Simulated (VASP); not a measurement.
A run of VASP 6.6.1 is set up as follows.

File INCAR:

```
SYSTEM = SnO2
PREC = Accurate
ENCUT = 600
EDIFF = 1E-6
ISMEAR = 0
SIGMA = 0.03
LREAL = .FALSE.
LASPH = .TRUE.
NELM = 80
ALGO = Normal
ISIF = 3
LWAVE = .FALSE.
LCHARG = .FALSE.
GGA = PS
IBRION = 2
NSW = 90
EDIFFG = -0.01
KPAR = 4
```

KPOINTS

```
regular mesh
0
G
  6 6 8
  0 0 0
```

POSCAR

```
SnO2
1.0
    4.7380000000      0.0000000000      0.0000000000
    0.0000000000      4.7380000000      0.0000000000
    0.0000000000      0.0000000000      3.1865000000
Sn O
2 4
Direct
    0.0000000000      0.0000000000      0.0000000000
    0.5000000000      0.5000000000      0.5000000000
    0.3071000000      0.3071000000      0.0000000000
    0.1929000000      0.8071000000      0.5000000000
    0.6929000000      0.6929000000      0.0000000000
    0.8071000000      0.1929000000      0.5000000000
```

Potentials or basis: VASP PAW PBE potentials, release 64 (Sn_d, O).

The run is started by

```console
$ cat potpaw_PBE.64/Sn_d/POTCAR potpaw_PBE.64/O/POTCAR > POTCAR
$ mpirun -np 4 vasp_std > vasp.out
```

(1) What does it give for the space group after relaxing (to 0.05 Å)?

(2) Predict the band gap on the k mesh.

(3) Predict the relaxed volume.

## Answers

(1) P4_2/mnm (No. 136).

(2) 0.89 eV, direct.

(3) 12.20 Å³/atom.

Caveat: the PAW data sets were made with another functional, which shifts forces and pressure a little; spin-orbit coupling is left out, which moves the levels of the heavy elements.
